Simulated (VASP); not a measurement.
# Cu (Fm-3m) in VASP: relaxation of cell and atoms with PBE

Aim: the relaxation of cell and atoms of Cu with PBE.

Program: VASP 6.6.1. These are calculated values, not measurements. Logs are shortened: lines on timing, memory, paths and dates and some standing lists are left out, and cuts for length are marked.

## Step 1: The crystal as given

Symmetry: Fm-3m, No. 225, cubic system. The conventional cell has a = 3.582 Å, b = 3.582 Å, c = 3.582 Å, α = 90.00°, β = 90.00°, γ = 90.00°. Cu (site symmetry m-3m) is surrounded by 12 Cu at 2.53 Å.

## Step 2: Relaxation of cell and atoms, PBE

INCAR reads:

```
SYSTEM = Cu
  ALGO = Normal
  EDIFF = 1E-7
  EDIFFG = -0.004
  ENCUT = 600
  GGA = PE
  IBRION = 2
  ISIF = 3
  ISMEAR = 0
  LASPH = .True.
  LCHARG = .False.
  LREAL = .False.
  LWAVE = .False.
  NELM = 100
  NSW = 80
  PREC = Accurate
  SIGMA = 0.1
```

KPOINTS reads:

```
k-points
0
Gamma
  20 20 20
  0 0 0
```

POSCAR reads:

```
Cu
1.0
    0.0000000000      1.7909550000      1.7909550000
    1.7909550000      0.0000000000      1.7909550000
    1.7909550000      1.7909550000      0.0000000000
Cu
1
Direct
    0.0000000000      0.0000000000      0.0000000000
```

Potentials or basis: VASP PAW PBE potentials, release 64 (Cu).

Started as:

```
cat potpaw_PBE.64/Cu/POTCAR > POTCAR
mpirun -np 1 vasp_std > vasp.out
```

OUTCAR:

```text
SYSTEM = Cu
   EDIFF = 1E-7
   EDIFFG = -0.004
   ENCUT = 600
   GGA = PE
   IBRION = 2
   ISIF = 3
   ISMEAR = 0
   LASPH = .True.
   LREAL = .False.
   NELM = 100
   NSW = 80
   PREC = Accurate

 ion  position               nearest neighbor table
   1  0.000  0.000  0.000-

  LATTYP: Found a face centered cubic cell.
 ALAT       =     3.5819100000

  Lattice vectors:

 A1 = (   0.0000000000,   1.7909550000,   1.7909550000)
 A2 = (   1.7909550000,   0.0000000000,   1.7909550000)
 A3 = (   1.7909550000,   1.7909550000,   0.0000000000)

Analysis of symmetry for initial positions (statically):
=====================================================================
 Subroutine PRICEL returns:
 Original cell was already a primitive cell.

 Routine SETGRP: Setting up the symmetry group for a
 face centered cubic supercell.

 Subroutine GETGRP returns: Found 48 space group operations
 (whereof 48 operations were pure point group operations)
 out of a pool of 48 trial point group operations.

The static configuration has the point symmetry O_h .

Analysis of symmetry for dynamics (positions and initial velocities):
=====================================================================
 Subroutine PRICEL returns:
 Original cell was already a primitive cell.

 Routine SETGRP: Setting up the symmetry group for a
 face centered cubic supercell.

 Subroutine GETGRP returns: Found 48 space group operations
 (whereof 48 operations were pure point group operations)
 out of a pool of 48 trial point group operations.

The dynamic configuration has the point symmetry O_h .

 Subroutine INISYM returns: Found 48 space group operations
 (whereof 48 operations are pure point group operations),
 and found     1 'primitive' translations

----------------------------------------------------------------------------------------

                                     Primitive cell

  volume of cell :      11.4890

  direct lattice vectors                    reciprocal lattice vectors
     0.000000000  1.790955000  1.790955000    -0.279180661  0.279180661  0.279180661
     1.790955000  0.000000000  1.790955000     0.279180661 -0.279180661  0.279180661
     1.790955000  1.790955000  0.000000000     0.279180661  0.279180661 -0.279180661

  length of vectors
     2.532792851  2.532792851  2.532792851     0.483555089  0.483555089  0.483555089

  position of ions in fractional coordinates (direct lattice)
     0.000000000  0.000000000  0.000000000

  ion indices of the primitive-cell ions
   primitive index   ion index
                 1           1

----------------------------------------------------------------------------------------

 KPOINTS: k-points

Automatic generation of k-mesh.
 Grid dimensions read from file:
 generate k-points for:   20   20   20

 Generating k-lattice:

  Cartesian coordinates                     Fractional coordinates (reciprocal lattice)
    -0.013959033  0.013959033  0.013959033     0.050000000  0.000000000  0.000000000
     0.013959033 -0.013959033  0.013959033     0.000000000  0.050000000  0.000000000
     0.013959033  0.013959033 -0.013959033     0.000000000  0.000000000  0.050000000

  Length of vectors
     0.024177754  0.024177754  0.024177754

  Shift w.r.t. Gamma in fractional coordinates (k-lattice)
     0.000000000  0.000000000  0.000000000

 Subroutine IBZKPT returns following result:
 ===========================================

 Found    256 irreducible k-points:

 Following reciprocal coordinates:
            Coordinates               Weight
  0.000000  0.000000  0.000000      1.000000
  0.050000  0.000000  0.000000      8.000000
  0.100000  0.000000  0.000000      8.000000
  0.150000  0.000000  0.000000      8.000000
  0.200000  0.000000  0.000000      8.000000
  0.250000  0.000000  0.000000      8.000000
[... 16 lines left out ...]
 -0.400000  0.050000  0.000000     24.000000
 -0.350000  0.050000  0.000000     24.000000
 [... further k-points ...]
   k-points           NKPTS =    256   k-points in BZ     NKDIM =    256   number of bands    NBANDS=      9
   number of dos      NEDOS =    301   number of ions     NIONS =      1
   total plane-waves  NPLWV =   8000
   dimension x,y,z NGX =    20 NGY =   20 NGZ =   20
   dimension x,y,z NGXF=    40 NGYF=   40 NGZF=   40
   ions per type =               1
   NGX,Y,Z   is equivalent  to a cutoff of  13.13, 13.13, 13.13 a.u.
   NGXF,Y,Z  is equivalent  to a cutoff of  26.25, 26.25, 26.25 a.u.
 SYSTEM =  Cu
   PREC   = accura    normal or accurate (medium, high low for compatibility)
   ISTART =      0    job   : 0-new  1-cont  2-samecut
   ICHARG =      2    charge: 1-file 2-atom 10-const
   ISPIN  =      1    spin polarized calculation?
   LNONCOLLINEAR =      F non collinear calculations
   LSORBIT =      F    spin-orbit coupling
   LASPH  =      T    aspherical Exc in radial PAW
   ENCUT  =  600.0 eV  44.10 Ry    6.64 a.u.   5.06  5.06  5.06*2*pi/ulx,y,z
   NELM   =    100;   NELMIN=  2; NELMDL= -5     # of ELM steps
   EDIFF  = 0.1E-06   stopping-criterion for ELM
   LREAL  =      F    real-space projection
   EDIFFG = -.4E-02   stopping-criterion for IOM
   NSW    =     80    number of steps for IOM
   IBRION =      2    ionic relax: 0-MD 1-quasi-New 2-CG
   NFREE  =      1    steps in history (QN), initial steepest desc. (CG)
   ISIF   =      3    stress and relaxation
   ISYM   =      2    0-nonsym 1-usesym 2-fastsym
   POTIM  = 0.5000    time-step for ionic-motion
   TEBEG  =    0.0;   TEEND  =   0.0 temperature during run
   PSTRESS=    0.0 pullay stress
   NELECT =      11.0000    total number of electrons
   NUPDOWN=      -1.0000    fix difference up-down
   EMIN   =  10.00;   EMAX   =-10.00  energy-range for DOS
   EFERMI =   0.00;   METHOD = LEGACY
   ISMEAR =     0;   SIGMA  =   0.10  broadening in eV -4-tet -1-fermi 0-gaus
   EFERMI_NEDOS =   21; number of points for ismear=-14 and -15
   IALGO  =     38    algorithm
   IMIX   =      4    mixing-type and parameters
     AMIX     =   0.40;   BMIX     =  1.00
     AMIX_MAG =   1.60;   BMIX_MAG =  1.00
  volume/ion in A,a.u.               =      11.49        77.53
  Fermi-wavevector in a.u.,A,eV,Ry     =   1.613533  3.049134 35.422593  2.603487
  Thomas-Fermi vector in A             =   2.708587
   LORBIT       =      0    0 simple, 1 ext, 2 COOP (PROOUT), +10 PAW based schemes
   GGA     = PE    functional components
   LHFCALC =     F    Hartree Fock is set to
   AEXX    =    0.0000 exact exchange contribution
   IVDW    =     0    specifies the selected vdW correction
   LEPSILON=     F    determine dielectric tensor
   LRPA    =     F    only Hartree local field effects (RPA)
 conjugate gradient relaxation of ions
 non-spin polarized calculation
 Gauss-broadening in eV      SIGMA  =   0.10
  energy-cutoff  :      600.00
  volume of cell :       11.49
 maximum number of plane-waves:       392
   NGX = 11   NGY = 11   NGZ = 11

--------------------------------------- Ionic step        1  -------------------------------------------

 number of electron      11.0000011 magnetization

 Free energy of the ion-electron system (eV)
  ---------------------------------------------------
  ext. energy  EPLUGINS =         0.00000000
  ---------------------------------------------------
  free energy    TOTEN  =        -3.71897790 eV

  energy without entropy =       -3.71769972  energy(sigma->0) =       -3.71833881

------------------------ aborting loop because EDIFF is reached ----------------------------------------

  FORCE on cell =-STRESS in cart. coord.  units (eV):
  Direction    XX          YY          ZZ          XY          YZ          ZX
  --------------------------------------------------------------------------------------
  -------------------------------------------------------------------------------------
  Total        0.4867693      0.4867693      0.4867693      0.0000000     -0.0000000      0.0000000
  in kB       67.8812378     67.8812378     67.8812378      0.0000000     -0.0000000      0.0000000
  external PRESSURE =      67.8812378 kB  Pullay stress =       0.0000000 kB
[... 55 lines left out ...]
  energy  without entropy=       -3.7248434906  energy(sigma->0) =       -3.72552972

--------------------------------------- Ionic step        3  -------------------------------------------

 number of electron      10.9999996 magnetization

 Free energy of the ion-electron system (eV)
  ---------------------------------------------------
  ext. energy  EPLUGINS =         0.00000000
  ---------------------------------------------------
  free energy    TOTEN  =        -3.72946558 eV

  energy without entropy =       -3.72812543  energy(sigma->0) =       -3.72879550

 E-fermi :   7.3559     XC(G=0): -12.6299

 val. band max:        7.3353083017   @ k =   0.5000   0.2500   0.1000
 cond. band min:       7.4006572394   @ k =   0.5000   0.3500   0.1500
 fundamental gap:      0.0653489376
 Fermi energy:         7.3558520734

 k-point     1 :       0.0000    0.0000    0.0000
  band No.  band energies     occupation
      1      -1.8437      2.00000
      2       4.4072      2.00000
      3       4.4072      2.00000
      4       4.4072      2.00000
      5       5.2083      2.00000
      6       5.2083      2.00000
      7      29.8433      0.00000
      8      32.3599      0.00000
      9      32.3599      0.00000
[... 265 lines left out ...]
 k-point    24 :      -0.3500    0.0500    0.0000
  band No.  band energies     occupation
      1       1.9366      2.00000
      2       4.4331      2.00000
      3       4.4719      2.00000
      4       4.6088      2.00000
      5       5.5163      2.00000
      6       5.7936      2.00000
      7      14.5664      0.00000
      8      26.9853      0.00000
      9      29.3853      0.00000

 [... further k-points ...]

------------------------ aborting loop because EDIFF is reached ----------------------------------------

  FORCE on cell =-STRESS in cart. coord.  units (eV):
  Direction    XX          YY          ZZ          XY          YZ          ZX
  --------------------------------------------------------------------------------------
  -------------------------------------------------------------------------------------
  Total        0.0013277      0.0013277      0.0013277      0.0000000     -0.0000000      0.0000000
  in kB        0.1771595      0.1771595      0.1771595      0.0000000     -0.0000000      0.0000000
  external PRESSURE =       0.1771595 kB  Pullay stress =       0.0000000 kB
[... 16 lines left out ...]
  FREE ENERGIE OF THE ION-ELECTRON SYSTEM (eV)
  ---------------------------------------------------
  free  energy   TOTEN  =        -3.7294655813 eV

  energy  without entropy=       -3.7281254270  energy(sigma->0) =       -3.72879550

 reached required accuracy - stopping structural energy minimisation
```

It took 23 s on 1 thread of Intel Xeon 6975P-C (Granite Rapids), shared host; peak memory 0.15 GiB.

What came out:

```yaml
Free_energy: -3.7295 eV
Relaxed_volume: 12.01 Å³/atom
Relaxed_cell: a = 2.570 Å, b = 2.570 Å, c = 2.570 Å, α = 60.00°, β = 60.00°, γ = 60.00°
Space_group_after_relaxing_to_0.05_Å: Fm-3m (No. 225)
Energy_gained_by_relaxing: 10.5 meV/atom
Ionic_steps: 3
Pressure_after_relaxing: 0.0 GPa
Band_gap_on_the_k_mesh: none (metal or under the smearing width)
```

Step by step:
```
step  energy change (eV)  largest force (eV/Å)  pressure (GPa)  volume (Å³)
   1              0.0000                0.0000            6.79        11.49
   2             -0.0072                0.0000           -3.26        12.32
   3             -0.0105                0.0000            0.02        12.01
```

Final structure:
```
CELL_PARAMETERS angstrom
0.00000 1.81750 1.81750
1.81750 0.00000 1.81750
1.81750 1.81750 0.00000
ATOMIC_POSITIONS crystal
Cu 0.00000 0.00000 0.00000
```

PBE usually gives volumes a little too large and moduli too small. Zero-point motion and thermal expansion aren't in these numbers.
